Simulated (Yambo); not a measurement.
**C in Yambo: convergence with bands in self energy**

C:

```
CELL_PARAMETERS angstrom
0.00000 1.78337 1.78337
1.78337 0.00000 1.78337
1.78337 1.78337 0.00000
ATOMIC_POSITIONS crystal
C 0.75000 0.75000 0.75000
C 0.50000 0.50000 0.50000
```

This isn't the form of C at room conditions, which is graphite.

* Program: Yambo 5.3.0
* Task: G0W0 quasiparticle levels
* Functional: PBEsol
* Potentials or basis: PseudoDojo 0.4.1 SR PBEsol standard
* Cutoff: 1116 eV
* Density cutoff: 4463 eV
* k mesh: 8 × 8 × 8
* Occupations: fixed
* Spin: no spin polarisation
* k mesh of the self-consistent run: 12 × 12 × 12
* Random integration of the Coulomb term: yes
* Direction of the field or of q to 0: x + y + z
* Broadening: 0.1 eV
* States corrected: Γ and the k points of the band edges
* Frequency dependence of W: plasmon pole
* Terminator of the band sum in the self-energy: none
* Quasiparticle equation: linearised (Newton)
* Imaginary frequency of the plasmon-pole fit: 27.2114 eV
* Bands in the response: 404
* Bands in the self-energy: 24
* Cutoff of the response matrix: 12 Ry
* Cutoff of exchange and Vxc: 82 Ry
* Bands corrected (first, last): [3, 6]

These are the settings of the first run; the series varies bands in self energy, with any setting tied to it.

Task: The values tried are 24, 44, 84, 404, loosest first. From which on does the quasiparticle gap at the points computed stay within 0.05 eV of the tightest run that finished?

Result: From 44 on.

| bands in self energy | quasiparticle gap at the points computed (eV) |
| --- | --- |
| 24 | 5.391 |
| 44 | 5.428 |
| 84 | 5.453 |
| 404 | 5.464 |

The tightest run that finished is the yardstick and may itself not be fully converged.

Caveat, for the tightest run too: this version prints the column dSc/dw multiplied by 27.2; the quasiparticle gap listed is the Kohn-Sham gap on the denser mesh of the self-consistent run plus the correction found on the GW mesh, so it differs from the gap in the log.
